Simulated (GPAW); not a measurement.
A run of GPAW 26.7.0:

run.py

```python
from ase.dft.bandgap import bandgap
from ase.io import read, write
from ase.units import GPa
from gpaw import GPAW, PW

atoms = read('CdS.xyz')

calc = GPAW(mode=PW(600),
            xc='PBE',
            kpts={'size': (8, 8, 8), 'gamma': True},
            occupations={'name': 'methfessel-paxton', 'order': 0, 'width': 0.016},
            nbands=18,
            convergence={'density': 1e-05, 'energy': 1e-05},
            maxiter=150,
            txt='gpaw.txt')
atoms.calc = calc
energy = atoms.get_potential_energy()
forces = atoms.get_forces()
stress = atoms.get_stress()
calc.write('gs.gpw')
write('result.traj', atoms)
print(f'Energy: {energy:.6f} eV')
print('Forces (eV/A):')
print(forces.round(4))
print('Stress (GPa):', (stress / GPa).round(3))
print('Fermi level:', round(calc.get_fermi_level(), 4), 'eV')
print(f'Gap: {bandgap(calc)[0]:.4f} eV, direct: {bandgap(calc, direct=True)[0]:.4f} eV')
```

Contents of CdS.xyz:

```xyz
2
Lattice="0.0000000000 2.9165000000 2.9165000000 2.9165000000 0.0000000000 2.9165000000 2.9165000000 2.9165000000 0.0000000000" Properties=species:S:1:pos:R:3 pbc="T T T"
Cd     0.0000000000      0.0000000000      0.0000000000
S      4.3747500000      4.3747500000      4.3747500000
```

Potentials or basis: GPAW PAW data sets (gpaw-data 1.2.1), pw.

Launch:

```sh
$ OMP_NUM_THREADS=1 python run.py
```

Hardware: 1 thread of Arm Neoverse V1 (shared host).

Estimate the wall time of this run.

Run time: 17 s on 1 thread of Arm Neoverse V1 (shared host), peak memory 0.16 GiB. Counts: scf iterations 9, plane waves 1676, bands 18, k points 29.
